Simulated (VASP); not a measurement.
Input of a VASP 6.6.1 run:

File INCAR:

```
PREC = Accurate ; ENCUT = 520
EDIFF = 1E-6 ; ISMEAR = 0
SIGMA = 0.1 ; LREAL = False
LASPH = True ; NELM = 100
ALGO = Normal ; ISIF = 2
LWAVE = False ; LCHARG = False
GGA = PE ; NBANDS = 31
```

File KPOINTS:

```
regular mesh
0
Gamma
  6 6 4
```

POSCAR

```
HfO2
1.0
    3.5580193300      0.0000000000      0.0000000000
    0.0000000000      3.5580193300      0.0000000000
    0.0000000000      0.0000000000      5.1718612100
Hf O
2 4
Direct
    0.5000000000      0.5000000000      0.5000000000
    0.0000000000      0.0000000000      0.0000000000
    0.0000000000      0.5000000000      0.6972078800
    0.5000000000      0.0000000000      0.8027921200
    0.5000000000      0.0000000000      0.3027921200
    0.0000000000      0.5000000000      0.1972078800
```

Potentials or basis: VASP PAW PBE potentials, release 64 (Hf_pv, O).

Run with:

```sh
$ cat potpaw_PBE.64/Hf_pv/POTCAR potpaw_PBE.64/O/POTCAR > POTCAR
$ mpirun -np 1 vasp_std > vasp.out
```

Q: What does it give for the pressure?

A: 6.5 GPa.

Q: Predict the largest force.

A: 0.099 eV/Å.

Q: Predict the band gap on the k mesh.

A: 4.76 eV, indirect (least direct gap 4.83 eV).

Stress tensor (GPa, compression positive):
```
6.79 0.00 0.00
0.00 6.79 0.00
0.00 0.00 6.00
```

Caveat: spin-orbit coupling is left out, which moves the levels of the heavy elements. As with any semilocal functional, this PBE gap is likely too small.
